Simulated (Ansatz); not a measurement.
# BeS: the band gap up the ladder of functionals

An exercise on one series of results from a longer session: the logs are not shown, and one member is left open.

Program: Ansatz 0.2.0. PAW datasets, plane waves. Calculated at 0 K for a non-magnetic cell.

## Starting point

The cell was relaxed beforehand with r2SCAN.

It is cubic, F-43m (No. 216); conventional cell a = 4.869 Å, 14.43 Å³ an atom. Near Be stand 4 S at 2.11 Å; near S stand 4 Be at 2.11 Å.

Structure file:

```cif
data_structure
_symmetry_space_group_name_H-M 'F-43m'
_symmetry_Int_Tables_number 216
_cell_length_a 4.8686
_cell_length_b 4.8686
_cell_length_c 4.8686
_cell_angle_alpha 90.000
_cell_angle_beta 90.000
_cell_angle_gamma 90.000
_cell_volume 115.40
loop_
_atom_site_label
_atom_site_type_symbol
_atom_site_symmetry_multiplicity
_atom_site_Wyckoff_symbol
_atom_site_fract_x
_atom_site_fract_y
_atom_site_fract_z
_atom_site_occupancy
Be1 Be 4 a 0.00000 0.00000 0.00000 1
S1 S 4 d 0.25000 0.25000 0.75000 1
```

The first run:

input.yaml reads:

```yaml
crystal:
  lattice:
    - [0.0, 2.4343062282, 2.4343062282]
    - [2.4343062282, 0.0, 2.4343062282]
    - [2.4343062282, 2.4343062282, 0.0]
  atoms:
    - { symbol: Be, position: [0.0, 0.0, 0.0] }
    - { symbol: S, position: [0.25, 0.25, 0.25] }
kpoints:
  mp_grid: { grid: [10, 10, 10] }
  band_path:
    path:
      - [[0.0, 0.0, 0.0], [-0.5, -0.5, -5.023563895595e-34], [-0.375, -0.375, 0.25]]
      - [[-0.375, -7.701392569927e-17, 0.375], [0.0, 0.0, 0.0], [1.011457087088e-17, 1.011457087088e-17, 0.5], [-0.5, -0.25, 0.25], [-0.5, -0.5, -5.023563895595e-34]]
    npoints: 10
hamiltonian:
  xc: pbe
scf:
  occupations: { method: fermi_dirac, width: 0.02 }
  n_extra_bands: 4
output:
  forces: true
  stress: true
  eigenvalues: true
  write_density: true
  write_potential: true
  elf: true
  volumetric_format: npy
```

Launch:

```
$ ansatz run input.yaml --threads 2 --pin off --max-ram 2211MiB --backend cpu --events-out ev --progress --plain --runs-dir out
```

Among the steps run: PBE band path; r2SCAN at the same geometry; HSE06; G0W0 on PBE; PBE0.

One of the session's tables, all rows but one given; the rest of the session is left out.

```
                    level  gap (eV)
                      PBE      3.14
                   r2SCAN      3.59
                    HSE06      4.09
G0W0@PBE (86 empty bands)         ?
                     PBE0      4.80
```

Q: Estimate the row for G0W0@PBE (86 empty bands) from the others.

As computed: gap (eV): 4.38. In the column «gap (eV)» it lies between HSE06 (4.09) and PBE0 (4.80).

Meshes: PBE 10×10×10, r2SCAN 10×10×10, HSE06 6×6×6, PBE0 6×6×6

PBE gives the least gap, 3.14 eV, and PBE0 the largest, 4.80 eV. Against G0W0@PBE, PBE is short by 1.24 eV, at 72 % of it, and r2SCAN 82 %. PBE0 lies 0.71 eV above HSE06, which differs from it by screening the long-range exchange. No extrapolation in bands, cutoff or mesh was made for G0W0.

Limits of these values: Warnings in the runs' records: stress scf threshold loose, stress exchange threshold loose.
